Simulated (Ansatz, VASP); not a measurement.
**Two plane-wave programs on Al**

Contents of INCAR:

```
SYSTEM = Al
ALGO = Normal
EDIFF = 1E-6
ENCUT = 520
GGA = PS
ISIF = 2
ISMEAR = 1
LASPH = .TRUE.
LCHARG = .TRUE.
LELF = .TRUE.
LREAL = .FALSE.
LVHAR = .TRUE.
LWAVE = .FALSE.
NBANDS = 8
NELM = 100
PREC = Accurate
SIGMA = 0.15
```

The input KPOINTS:

```
k-points
0
G
  3 3 3
  0 0 0
```

The input POSCAR:

```
Al
1.0
    2.7560720000      0.0000000000      0.0000000000
   -0.9186906379      2.5984496110      0.0000000000
   -0.9186906379     -1.2992247445      2.2503234088
Al
1
Direct
    0.0000000000      0.0000000000      0.0000000000
```

Input for Ansatz:

```yaml
crystal:
  lattice:
    - [2.756072, 0.0, 0.0]
    - [-0.9186906378915612, 2.5984496110246966, 0.0]
    - [-0.9186906378915612, -1.2992247444711322, 2.2503234088433417]
  atoms:
    - { symbol: Al, position: [0.0, 0.0, 0.0] }
basis:
  ecutwfc: 571.4391111657479
kpoints:
  mp_grid:
    grid: [3, 3, 3]
hamiltonian:
  xc: pbesol
  pseudopotentials:
    kind: paw
scf:
  occupations:
    method: cold
    width: 0.15
output:
  forces: true
  stress: true
```

This isn't the form of Al at room conditions, which is fcc.

Alike in both runs: task single point; functional PBEsol; k mesh 3 × 3 × 3; no spin polarisation.

```csv
,VASP,Ansatz
version,VASP 6.6.1,Ansatz 0.2.0
potentials or method,"VASP PAW PBE potentials, release 64 (Al)","plane waves, PAW"
plane-wave cutoff (eV),520,571
occupations,"methfessel-paxton of order 1, width 0.15 eV","cold, width 0.15 eV"
valence electrons in the cell,3,3
```

```csv
,VASP,Ansatz,Ansatz less VASP
pressure (GPa),2.4,2.3,-0.08
```

Caveats: the k mesh is coarse (spacing up to 0.93 Å⁻¹), so the values aren't converged; the PAW data sets were made with another functional, which shifts forces and pressure a little (VASP).
